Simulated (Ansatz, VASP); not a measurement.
**Two plane-wave programs on Ag**

```
Ag
1.0
     2.62951    0.00000    0.00000
     0.00000    2.62951    0.00000
     0.00000    0.00000    2.62951
Ag
1
Direct
  0.00000 0.00000 0.00000
```

Alike in both runs: task relaxation of cell and atoms; functional r2SCAN; k mesh 6 × 6 × 6; occupations gaussian, width 0.1 eV; no spin polarisation.

```csv
,VASP,Ansatz
version,VASP 6.6.1,Ansatz 0.2.0
potentials or method,"VASP PAW PBE potentials, release 64 (Ag)","scalar-relativistic, plane waves, PAW"
plane-wave cutoff (eV),600,500
valence electrons in the cell,11,19
```

VASP gave:

- gap on the k mesh at the Fermi level, each at its own relaxed structure (eV): none
- relaxed volume (Å³/atom): 20.10
- relaxed cell length with the largest relative difference (Å): 2.719
- energy change over the relaxation (meV/atom): -58

Problem. What did Ansatz give for the same quantities?

Solution. gap on the k mesh at the Fermi level, each at its own relaxed structure (eV): none; relaxed volume (Å³/atom): 20.15; relaxed cell length with the largest relative difference (Å): 2.721; energy change over the relaxation (meV/atom): -55.

A gap of «none» marks a metal or a gap that the smearing closes. The two sets of potentials don't hold the same shells in valence.

Caveats: the k mesh is coarse (spacing up to 0.40 Å⁻¹), so the values aren't converged; the PAW data sets were made with another functional, which shifts forces and pressure a little (VASP).
